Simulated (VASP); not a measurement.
Set up this calculation in VASP 6.6.1, as the native input.

- Task: single point
- Functional: PBEsol
- Potentials or basis: VASP PAW PBE potentials, release 64 (Cd, Te)
- Cutoff: 520 eV
- k mesh: 10 × 10 × 10
- Occupations: gaussian, width 0.5 eV
- Spin: no spin polarisation
- Further INCAR settings: ALGO = Fast; EDIFF = 1e-06; NBANDS = 16

The structure of CdTe lies in POSCAR:

```
CdTe
1.0
    0.0000000000      3.2476700000      3.2476700000
    3.2476700000      0.0000000000      3.2476700000
    3.2476700000      3.2476700000      0.0000000000
Cd Te
1 1
Direct
    0.0000000000      0.0000000000      0.0000000000
    0.7500000000      0.7500000000      0.7500000000
```

The cell is a database's computed one.

These files were run (other wordings do the same):

INCAR

```
SYSTEM = CdTe
ALGO = Fast ; EDIFF = 1E-6
ENCUT = 520 ; GGA = PS
ISIF = 2 ; ISMEAR = 0
LASPH = .TRUE. ; LCHARG = .FALSE.
LREAL = .FALSE. ; LWAVE = .FALSE.
NBANDS = 16 ; NELM = 100
PREC = Accurate ; SIGMA = 0.5
```

KPOINTS

```
k-points
0
G
  10 10 10
  0 0 0
```

Potentials or basis: VASP PAW PBE potentials, release 64 (Cd, Te).

The run is started by

```console
$ cat potpaw_PBE.64/Cd/POTCAR potpaw_PBE.64/Te/POTCAR > POTCAR
$ mpirun -np 1 vasp_std > vasp.out
```

It gave:

The pressure is 0.0 GPa and the band gap on the k mesh is 0.64 eV, direct.

Caveat: the PAW data sets were made with another functional, which shifts forces and pressure a little; spin-orbit coupling is left out, which moves the levels of the heavy elements.

It took 22 s on 1 thread of Intel(R) Xeon(R) 6975P-C (Granite Rapids) (shared host), peak memory 0.23 GiB.
